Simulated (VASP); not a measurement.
Here is a VASP 6.6.1 calculation.

INCAR

```
SYSTEM = Cu
  PREC = Accurate
  ENCUT = 600
  EDIFF = 1E-6
  ISMEAR = 0
  SIGMA = 0.1
  LREAL = .FALSE.
  LASPH = .TRUE.
  NELM = 100
  ALGO = Normal
  ISIF = 3
  LWAVE = .FALSE.
  LCHARG = .FALSE.
  GGA = PE
  IBRION = 2
  NSW = 90
  EDIFFG = -0.04
```

The input KPOINTS:

```
Automatic mesh
0
G
  6 6 6
  0 0 0
```

Contents of POSCAR:

```
Cu
1.0
   -2.6694359514      2.6694359514      2.3991047701
    2.6694359514     -2.6694359514      2.3991047701
    2.6694359514      2.6694359514     -2.3991047701
Cu
5
Direct
    0.1666700000      0.1666700000      0.3333400000
    0.8333300000      0.1666700000      0.0000000000
    0.8333300000      0.8333300000      0.6666600000
    0.1666700000      0.8333300000      0.0000000000
    0.5000000000      0.5000000000      0.0000000000
```

Potentials or basis: VASP PAW PBE potentials, release 64 (Cu).

Command:

```sh
$ cat potpaw_PBE.64/Cu/POTCAR > POTCAR
$ mpirun -np 1 vasp_std > vasp.out
```

Q: Predict the relaxed volume.

A: 15.02 Å³/atom.

Q: Predict the band gap on the k mesh.

A: None (metal or under the smearing width).

The path:
| step | energy change (eV) | largest force (eV/Å) | pressure (GPa) | volume (Å³) |
| --- | --- | --- | --- | --- |
| 1 | 0.0000 | 18.6071 | 65.48 | 68.38 |
| 2 | -5.8052 | 0.1840 | -3.05 | 132.45 |
| 3 | -5.8648 | 0.1452 | -3.07 | 130.49 |
| 4 | -5.9210 | 0.1108 | -2.75 | 128.58 |
| 5 | -7.0410 | 0.6013 | -4.21 | 104.42 |
| 6 | -8.9225 | 1.0840 | -6.60 | 85.62 |
| 7 | -9.4806 | 0.1347 | -2.13 | 76.80 |
| 8 | -9.4808 | 0.2928 | -2.93 | 77.50 |
| 9 | -9.4823 | 0.2219 | -2.57 | 77.17 |
| 10 | -9.6350 | 0.3525 | -0.10 | 74.97 |
| 11 | -9.6632 | 0.4497 | 1.29 | 73.85 |
| 12 | -9.6639 | 0.4736 | 1.65 | 73.61 |
| 13 | -9.7040 | 0.2558 | 0.47 | 74.54 |
| 14 | -9.7164 | 0.0757 | -0.18 | 75.36 |
| 15 | -9.7167 | 0.0458 | -0.39 | 75.50 |
| 16 | -9.7173 | 0.0184 | 0.15 | 75.09 |
